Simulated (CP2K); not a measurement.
The system is MgS (Niningerite).

```
S Mg
1.0
     3.67929    0.00000    0.00000
     1.83964    3.18636    0.00000
     1.83964    1.06212    3.00413
S Mg
1 1
Direct
  0.50000 0.50000 0.50000
  0.00000 0.00000 0.00000
```

Base run:

```yaml
Program: CP2K 2026.2
Functional: revPBE
Potentials_or_basis: POTENTIAL_UZH S GTH-PBE-q6, Mg GTH-PBE-q10; TZVP-MOLOPT-PBE-GTH basis
Density_cutoff: 19048 eV
k_mesh: 9 × 9 × 9
Occupations: fermi-dirac, width 0.05 eV
Spin: no spin polarisation
```

Its results: band gap on the k mesh 3.01 eV, indirect (least direct gap 3.77 eV); pressure 4.2 GPa.

Task: The run is repeated on the same cell with these changes: functional from revPBE to LDA. What comes out?

Result: Band gap on the k mesh 2.52 eV, indirect (least direct gap 3.37 eV); pressure -0.7 GPa.

LDA binds more tightly than revPBE, so the same cell stands under less pressure.

Caveats: the potentials were made for another functional, which shifts forces and pressure; an odd mesh through Γ misses points on the zone boundary, where band edges often lie; the basis of atomic orbitals isn't converged, which shifts pressures, moduli and gaps.

Not every run made on this cell is shown here.
